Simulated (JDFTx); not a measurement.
Runs of JDFTx 1.7.0 (patched build) on GaP. It takes space group F-43m (No. 216, cubic). The conventional cell has a = 5.451 Å, b = 5.451 Å, c = 5.451 Å, α = 90.00°, β = 90.00°, γ = 90.00°. Ga (site symmetry -43m) has 4 P at 2.36 Å as nearest neighbours. P (site symmetry -43m) has 4 Ga at 2.36 Å as nearest neighbours. 

```tsv
task	level	potentials or basis	cell	k mesh	density cutoff over wavefunction cutoff	SCF threshold on the energy	further solve for the empty bands	V0 of scaled cells (Å³/atom)	B0 (GPa)
equation of state	r2SCAN	SG15-PBE-1.2	as given	6 × 6 × 6	8	1e-09 Ha	-	19.97	(a)
equation of state	PBE	PseudoDojo-SR-PBE-0.5-standard	as given	8 × 8 × 8	4	1e-08 Ha	-	20.89	77
equation of state	LDA	PseudoDojo-SR-LDA-0.4.1-standard	as given	8 × 8 × 8	8	1e-09 Ha	-	(b)	90
equation of state	PBEsol	PseudoDojo-SR-PBEsol-0.4.1-standard	as given	8 × 8 × 8	8	1e-09 Ha	-	20.12	85
```

Alike in all rows: no spin polarisation; cutoff (eV) 1088; smearing fermi-dirac 0.05 eV.

**Question.** Estimate the missing entries.

**Answer.** (a) 87; (b) 19.55.

Caveats: the potentials were made for another functional, which shifts forces and pressure (some runs); the empty levels aren't tightly converged (some runs).
